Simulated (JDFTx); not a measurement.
# HgSe (F-43m) in JDFTx: further runs

Runs on HgSe. Level: PBEsol. Tasks: equation of state.

Everything below comes from runs of JDFTx 1.7.0 (patched build). Logs are shortened: lines on timing, memory, paths and dates and some standing lists are left out, and cuts for length are marked. The log counts tension as positive stress, the text compression.

**What was measured.**

“The pseudo-binary mercury chalcogenide alloy HgSe0.7S0.3 at high pressure: a mechanism of the zinc blende/cinnabar reconstructive phase transition”, 2002, arxiv:cond-mat/0209548 quotes, for a bulk crystal of HgSe: bulk modulus 51.6 ± 0.2 GPa.

The results are compared with them further down.

### Step 1. Starting point

Symmetry: F-43m, No. 216, cubic system. Conventional cell: a = 6.078 Å, b = 6.078 Å, c = 6.078 Å, α = 90.00°, β = 90.00°, γ = 90.00°. Hg (site symmetry -43m) has 4 Se at 2.63 Å as nearest neighbours. Se (site symmetry -43m) is surrounded by 4 Hg at 2.63 Å.

### Step 2. Equation of state, PBEsol, 26.38 Å³/atom (volume scaled by 0.94)

The input, HgSe.in:

```
lattice Face-Centered Cubic 11.2512864238
coords-type Lattice
ion Hg     0.0000000000     0.0000000000     0.0000000000 1
ion Se     0.7500000000     0.7500000000     0.7500000000 1

ion-species pseudo/Hg.upf
ion-species pseudo/Se.upf
elec-cutoff 43 344
elec-ex-corr gga-PBEsol
kpoint-folding 8 8 8
elec-smearing Fermi 0.0018374661
elec-n-bands 25
electronic-SCF nIterations 100 energyDiffThreshold 1e-09
electronic-minimize nIterations 30 energyDiffThreshold 1e-7
forces-output-coords Cartesian

dump-name run.$VAR
dump End Ecomponents EigStats BandEigs Kpoints Forces Stress
```

Potentials or basis: PseudoDojo-SR-PBEsol-0.4.1-standard with smoothed tails.

Started as:

```console
$ jdftx -c 1 -i HgSe.in -o HgSe.out
```

The log of the run:

```text
*************** JDFTx 1.7.0 (patched build) ***************

Input parsed successfully to the following command list (including defaults):
[... the input with its defaults ...]

---------- Setting up symmetries ----------

Found 48 point-group symmetries of the bravais lattice
Found 24 space-group symmetries with basis
Applied RMS atom displacement 0 bohrs to make symmetries exact.

---------- Initializing the Grid ----------
R =
[            0      5.62564      5.62564  ]
[      5.62564            0      5.62564  ]
[      5.62564      5.62564            0  ]
unit cell volume = 356.079
G =
[  -0.558442   0.558442   0.558442  ]
[   0.558442  -0.558442   0.558442  ]
[   0.558442   0.558442  -0.558442  ]
Minimum fftbox size, Smin = [  68  68  68  ]
Chosen fftbox size, S = [  70  70  70  ]

---------- Initializing tighter grid for wavefunction operations ----------
R =
[            0      5.62564      5.62564  ]
[      5.62564            0      5.62564  ]
[      5.62564      5.62564            0  ]
unit cell volume = 356.079
G =
[  -0.558442   0.558442   0.558442  ]
[   0.558442  -0.558442   0.558442  ]
[   0.558442   0.558442  -0.558442  ]
Minimum fftbox size, Smin = [  48  48  48  ]
Chosen fftbox size, S = [  48  48  48  ]

---------- Exchange Correlation functional ----------
Initalized PBEsol GGA exchange.
Initalized PBEsol GGA correlation.

---------- Setting up pseudopotentials ----------
Width of ionic core gaussian charges (only for fluid interactions / plotting) set to 0

Reading pseudopotential file 'pseudo/Hg.upf':
  'Hg' pseudopotential, 'PBESOL' functional
  Generated using ONCVPSP code by D. R. Hamann
  20 valence electrons, 4 orbitals, 7 projectors, 1001 radial grid points, with lMax = 3
    5S    l: 0   occupation:  2.0   eigenvalue: -4.345523
    5P    l: 1   occupation:  6.0   eigenvalue: -2.445050
    5D    l: 2   occupation: 10.0   eigenvalue: -0.363070
    6S    l: 0   occupation:  2.0   eigenvalue: -0.252345
  Core radius for overlap checks: 1.57 bohrs.

Reading pseudopotential file 'pseudo/Se.upf':
  'Se' pseudopotential, 'PBESOL' functional
  Generated using ONCVPSP code by D. R. Hamann
  16 valence electrons, 3 orbitals, 6 projectors, 1001 radial grid points, with lMax = 2
    3D    l: 2   occupation: 10.0   eigenvalue: -1.952113
    4S    l: 0   occupation:  2.0   eigenvalue: -0.635470
    4P    l: 1   occupation:  4.0   eigenvalue: -0.239251
  Core radius for overlap checks: 1.83 bohrs.

Initialized 2 species with 2 total atoms.

Folded 1 k-points by 8x8x8 to 512 k-points.

---------- Setting up k-points, bands, fillings ----------
Adding inversion symmetry to k-mesh for non-inversion-symmetric unit cell.
Reduced to 29 k-points under symmetry.
Computing the number of bands and number of electrons
Calculating initial fillings.
nElectrons:  36.000000   nBands: 25   nStates: 29

----- Setting up reduced wavefunction bases (one per k-point) -----
average nbasis = 4794.369 , ideal nbasis = 4795.603

---------- Setting up ewald sum ----------
Optimum gaussian width for ewald sums = 2.555070 bohr.
Real space sum over 1331 unit cells with max indices [  5  5  5  ]
Reciprocal space sum over 2197 terms with max indices [  6  6  6  ]

---------- Allocating electronic variables ----------
Initializing wave functions:  linear combination of atomic orbitals
Note: number of bands (25) exceeds available atomic orbitals (19)
Hg pseudo-atom occupations:   s ( 2 2 )  p ( 6 )  d ( 10 )
Se pseudo-atom occupations:   s ( 2 )  p ( 4 )  d ( 10 )
	FillingsUpdate:  mu: +0.414587407  nElectrons: 36.000000
LCAOMinimize: Iter:   0  F: -267.4691985665029392  |grad|_K:  1.880e-03  alpha:  1.000e+00
	FillingsUpdate:  mu: +0.392315102  nElectrons: 36.000000
LCAOMinimize: Iter:   1  F: -267.4871136521013000  |grad|_K:  4.164e-05  alpha:  5.643e-01  linmin:  8.248e-02  cgtest: -3.352e-01
	FillingsUpdate:  mu: +0.392001008  nElectrons: 36.000000
[... 4 lines of inner loops ...]
LCAOMinimize: Iter:   4  F: -267.4871267675898707  |grad|_K:  1.864e-07  alpha:  8.109e-01  linmin: -3.453e-04  cgtest:  3.237e-04
	FillingsUpdate:  mu: +0.392213200  nElectrons: 36.000000
LCAOMinimize: Iter:   5  F: -267.4871267678691993  |grad|_K:  1.155e-08  alpha:  8.872e-01  linmin:  9.016e-03  cgtest: -5.952e-02
LCAOMinimize: Converged (|Delta F|<1.000000e-06 for 2 iters).

-------- Electronic minimization -----------
Will mix electronic density at each iteration.
	FillingsUpdate:  mu: +0.392213200  nElectrons: 36.000000
	FillingsUpdate:  mu: +0.385888096  nElectrons: 36.000000
SCF: Cycle:  0   F: -267.559592448250157   dF: -7.247e-02   |Residual|: 7.896e-02   |deigs|: 1.200e-01
	FillingsUpdate:  mu: +0.375922411  nElectrons: 36.000000
SCF: Cycle:  1   F: -267.568153215643122   dF: -8.561e-03   |Residual|: 3.263e-02   |deigs|: 1.995e-02
	FillingsUpdate:  mu: +0.371652390  nElectrons: 36.000000
SCF: Cycle:  2   F: -267.568865810607974   dF: -7.126e-04   |Residual|: 7.682e-03   |deigs|: 7.710e-03
	FillingsUpdate:  mu: +0.372164142  nElectrons: 36.000000
SCF: Cycle:  3   F: -267.568876607486857   dF: -1.080e-05   |Residual|: 2.560e-03   |deigs|: 7.076e-04
	FillingsUpdate:  mu: +0.372556406  nElectrons: 36.000000
SCF: Cycle:  4   F: -267.568879265957605   dF: -2.658e-06   |Residual|: 5.739e-04   |deigs|: 5.662e-04
	FillingsUpdate:  mu: +0.372594800  nElectrons: 36.000000
SCF: Cycle:  5   F: -267.568879634249129   dF: -3.683e-07   |Residual|: 2.308e-04   |deigs|: 8.702e-05
	FillingsUpdate:  mu: +0.372635580  nElectrons: 36.000000
SCF: Cycle:  6   F: -267.568879748637471   dF: -1.144e-07   |Residual|: 6.394e-05   |deigs|: 9.184e-05
	FillingsUpdate:  mu: +0.372630474  nElectrons: 36.000000
SCF: Cycle:  7   F: -267.568879784370552   dF: -3.573e-08   |Residual|: 2.988e-05   |deigs|: 4.112e-05
	FillingsUpdate:  mu: +0.372634360  nElectrons: 36.000000
SCF: Cycle:  8   F: -267.568879800202637   dF: -1.583e-08   |Residual|: 1.242e-05   |deigs|: 3.789e-05
	FillingsUpdate:  mu: +0.372634806  nElectrons: 36.000000
SCF: Cycle:  9   F: -267.568879805600830   dF: -5.398e-09   |Residual|: 1.064e-05   |deigs|: 2.159e-05
	FillingsUpdate:  mu: +0.372633955  nElectrons: 36.000000
SCF: Cycle: 10   F: -267.568879808372344   dF: -2.772e-09   |Residual|: 6.346e-06   |deigs|: 3.719e-05
	FillingsUpdate:  mu: +0.372633925  nElectrons: 36.000000
SCF: Cycle: 11   F: -267.568879809273824   dF: -9.015e-10   |Residual|: 5.007e-06   |deigs|: 1.778e-05
	FillingsUpdate:  mu: +0.372633877  nElectrons: 36.000000
SCF: Cycle: 12   F: -267.568879809728060   dF: -4.542e-10   |Residual|: 3.022e-06   |deigs|: 1.237e-05
SCF: Converged (|Delta E|<1.000000e-09 for 2 iters).

Setting wave functions to eigenvectors of Hamiltonian

# Stress tensor in Cartesian coordinates [Eh/a0^3]:
[   -0.0001925            0            0  ]
[            0   -0.0001925            0  ]
[            0            0   -0.0001925  ]

# Ionic positions in lattice coordinates:
ion Hg   0.000000000000000   0.000000000000000   0.000000000000000 1
ion Se   0.750000000000000   0.750000000000000   0.750000000000000 1

# Forces in Cartesian coordinates:
force Hg   0.000000000000000   0.000000000000000  -0.000000000000000 1
force Se  -0.000000000000000  -0.000000000000000  -0.000000000000000 1

# Energy components:
   Eewald =     -156.4669322606879689
       EH =       86.1623801940114475
     Eloc =     -245.4615082814798086
      Enl =      -46.5514157731776876
      Exc =      -51.4448172970387247
 Exc_core =       20.1050207651771942
       KE =      126.0884128806240057
-------------------------------------
     Etot =     -267.5688597725714999
       TS =        0.0000200371565456
-------------------------------------
        F =     -267.5688798097280596

IonicMinimize: Iter:   0  F: -267.568879809728060  |grad|_K:  9.340e-36
IonicMinimize: Converged (|grad|_K<1.000000e-04).

#--- Lowdin population analysis ---
# oxidation-state Hg +1.084
# oxidation-state Se -0.856

Dumping 'run.eigStats' ...
	eMin: -3.855092 at state 0 ( [ +0.000000 +0.000000 +0.000000 ] spin 0 )
	HOMO: +0.370852 at state 0 ( [ +0.000000 +0.000000 +0.000000 ] spin 0 )
	mu  : +0.372634
	LUMO: +0.393008 at state 1 ( [ +0.000000 +0.000000 +0.125000 ] spin 0 )
	eMax: +0.889838 at state 17 ( [ +0.000000 +0.375000 +0.375000 ] spin 0 )
	HOMO-LUMO gap: +0.022155
	Optical gap  : +0.028883 at state 1 ( [ +0.000000 +0.000000 +0.125000 ] spin 0 )
Done!
[note: the HOMO, LUMO and gaps printed at the end count levels as full or empty at half filling, so they show a gap where a level is partly filled]
[note: the Lowdin charges miss the electrons that lie outside the files' atomic orbitals]
```

Wall time 2.6 min (1 thread of Intel Xeon Platinum 8375C at 2.90GHz (Ice Lake), shared host); peak memory 0.21 GiB.

What came out:

```yaml
Free_energy: -7280.9201 eV
Pressure: 5.7 GPa
Band_gap_on_the_k_mesh: none (metal or under the smearing width)
```

### Step 3. Equation of state, PBEsol, 26.94 Å³/atom (volume scaled by 0.96)

HgSe.in: that of step 2 with these lines changed.

```diff
@@ -1,2 +1,2 @@
-lattice Face-Centered Cubic 11.2512864238
+lattice Face-Centered Cubic 11.3305234460
 coords-type Lattice
@@ -17,2 +17,2 @@
 dump-name run.$VAR
-dump End Ecomponents EigStats BandEigs Kpoints Forces Stress
+dump End Ecomponents EigStats BandEigs Kpoints Forces Stress ElecDensity Dtot KEdensity
```

Potentials or basis: PseudoDojo-SR-PBEsol-0.4.1-standard with smoothed tails.

Started as:

```console
$ jdftx -c 1 -i HgSe.in -o HgSe.out
```

Run time: 2.4 min. Hardware: 1 thread of Intel Xeon Platinum 8375C at 2.90GHz (Ice Lake), shared host; peak memory 0.23 GiB.

The run converged. Its results:

```
Free energy            : -7280.9542 eV
Pressure               : 4.1 GPa
Band gap on the k mesh : none (metal or under the smearing width)
```

### Step 4. Equation of state, PBEsol, 27.51 Å³/atom (volume scaled by 0.98)

HgSe.in: that of step 3 with these lines changed.

```diff
@@ -1,2 +1,2 @@
-lattice Face-Centered Cubic 11.3305234460
+lattice Face-Centered Cubic 11.4086674562
 coords-type Lattice
```

Started as:

```console
$ jdftx -c 1 -i HgSe.in -o HgSe.out
```

Run time: 2.3 min. Hardware: 1 thread of Intel Xeon Platinum 8375C at 2.90GHz (Ice Lake), shared host; peak memory 0.23 GiB.

It converged, with:

```
Free energy            : -7280.9779 eV
Pressure               : 2.7 GPa
Band gap on the k mesh : none (metal or under the smearing width)
```

### Step 5. Equation of state, PBEsol, 28.07 Å³/atom

HgSe.in: that of step 4 with these lines changed.

```diff
@@ -1,2 +1,2 @@
-lattice Face-Centered Cubic 11.4086674562
+lattice Face-Centered Cubic 11.4857553855
 coords-type Lattice
```

Started as:

```console
$ jdftx -c 1 -i HgSe.in -o HgSe.out
```

Wall time 2.7 min (1 thread of Intel Xeon Platinum 8375C at 2.90GHz (Ice Lake), shared host); peak memory 0.23 GiB.

It converged, with:

| Item | Value |
| --- | --- |
| Free energy | -7280.9922 eV |
| Pressure | 1.4 GPa |
| Band gap on the k mesh | none (metal or under the smearing width) |

### Step 6. Equation of state, PBEsol, 28.63 Å³/atom (volume scaled by 1.02)

HgSe.in: that of step 5 with these lines changed.

```diff
@@ -1,2 +1,2 @@
-lattice Face-Centered Cubic 11.4857553855
+lattice Face-Centered Cubic 11.5618222076
 coords-type Lattice
```

Potentials or basis: PseudoDojo-SR-PBEsol-0.4.1-standard with smoothed tails.

Started as:

```console
$ jdftx -c 1 -i HgSe.in -o HgSe.out
```

It took 3.5 min on 1 thread of Intel Xeon Platinum 8375C at 2.90GHz (Ice Lake), shared host; peak memory 0.23 GiB.

The run converged. Its results:

| Item | Value |
| --- | --- |
| Free energy | -7280.9983 eV |
| Pressure | 0.3 GPa |
| Band gap on the k mesh | none (metal or under the smearing width) |

### Step 7. Equation of state, PBEsol, 29.19 Å³/atom (volume scaled by 1.04)

HgSe.in: that of step 6 with these lines changed.

```diff
@@ -1,2 +1,2 @@
-lattice Face-Centered Cubic 11.5618222076
+lattice Face-Centered Cubic 11.6369010787
 coords-type Lattice
```

Started as:

```console
$ jdftx -c 1 -i HgSe.in -o HgSe.out
```

Run time: 3.8 min. Hardware: 1 thread of Intel Xeon Platinum 8375C at 2.90GHz (Ice Lake), shared host; peak memory 0.23 GiB.

It converged, with:

| Quantity | Value |
| --- | --- |
| Free energy | -7280.9970 eV |
| Pressure | -0.7 GPa |
| Band gap on the k mesh | none (metal or under the smearing width) |

### Step 8. Equation of state, PBEsol, 29.75 Å³/atom (volume scaled by 1.06)

HgSe.in: that of step 7 with these lines changed.

```diff
@@ -1,2 +1,2 @@
-lattice Face-Centered Cubic 11.6369010787
+lattice Face-Centered Cubic 11.7110234661
 coords-type Lattice
```

Started as:

```console
$ jdftx -c 1 -i HgSe.in -o HgSe.out
```

Wall time 4.1 min (1 thread of Intel Xeon Platinum 8375C at 2.90GHz (Ice Lake), shared host); peak memory 0.25 GiB.

Results (log left out):

* Free energy: -7280.9892 eV
* Pressure: -1.5 GPa
* Band gap on the k mesh: none (metal or under the smearing width)

### Step 9. Equation of state, PBEsol

Potentials or basis: PseudoDojo-SR-PBEsol-0.4.1-standard with smoothed tails.

This step only gathers the single runs of the series.

What came out:

* Equilibrium volume: 28.80 Å³/atom
* Bulk modulus: 52 GPa
* Pressure derivative of the bulk modulus: 5.1

Energy against volume, from the lowest point:
| volume (Å³/atom) | energy (meV/atom) |
| --- | --- |
| 26.383 | 39.07 |
| 26.944 | 22.02 |
| 27.505 | 10.20 |
| 28.067 | 3.03 |
| 28.628 | 0.00 |
| 29.189 | 0.63 |
| 29.751 | 4.52 |

The run has no spin-orbit coupling, so splittings on Hg are missing.

### Step 10. The reference run

An earlier run on the cell as given: functional PBEsol; potentials or basis PseudoDojo-SR-PBEsol-0.4.1-standard with smoothed tails; cutoff 1170 eV; density cutoff 9361 eV; k mesh 8 × 8 × 8; occupations fermi-dirac, width 0.05 eV; no spin polarisation.

- Pressure: 1.4 GPa
- Band gap on the k mesh: none (metal or under the smearing width)

### Step 11. Comparison with measurements

Step 9. A measured bulk modulus of HgSe is 51.6 GPa (quoted in “The pseudo-binary mercury chalcogenide alloy HgSe0.7S0.3 at high pressure: a mechanism of the zinc blende/cinnabar reconstructive phase transition”, 2002, arxiv:cond-mat/0209548); the calculated 52 GPa misses it by +0.2 %. The fit is for a static lattice scaled at fixed shape and fixed fractional positions.
